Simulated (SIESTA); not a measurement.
Zn under changes of volume

One of the cells (15.330 Å³/atom); the others are scaled copies at fixed shape and fractional positions:

```
CELL_PARAMETERS angstrom
2.67000 0.00000 0.00000
-1.33500 2.31229 0.00000
0.00000 0.00000 4.96600
ATOMIC_POSITIONS crystal
Zn 0.66667 0.33333 0.75000
Zn 0.33333 0.66667 0.25000
```

```yaml
Program: SIESTA 5.4.2
Functional: LDA
Potentials_or_basis: PseudoDojo 0.4 standard (LDA files)
Basis: DZP (energy shift 0.003 Ry; two zetas on semicore shells)
Grid_cutoff: 800 Ry
Energy_shift: 0.003 Ry
k_mesh: 11 × 11 × 6
Occupations: fermi-dirac, width 0.05 eV
Spin: no spin polarisation
```

```tsv
volume (Å³/atom)	energy over the lowest point (meV/atom)	pressure (GPa)
14.410	0.00	-7.9
14.716	16.83	-9.6
15.023	36.62	-11.0
15.330	59.01	-12.3
15.636	?	?
15.943	110.37	-14.4
16.249	138.76	-15.3
```

Problem. What does the run at 15.636 Å³/atom give?

Solution. Energy over the lowest point 83.69 meV/atom; pressure -13.4 GPa.

Worked out: A Birch-Murnaghan fit of order 3 (a polynomial in V^(-2/3)) to the other rows has no minimum within the range. It gives 83.64 meV/atom at 15.636 Å³/atom, against the run's 83.69, and -dE/dV = -13.4 GPa, against -13.4.

Energies are extrapolated to zero smearing.

Caveats: short orbitals over semicore shells can move pressures by several GPa; the basis of atomic orbitals isn't converged, which shifts pressures, moduli and gaps.
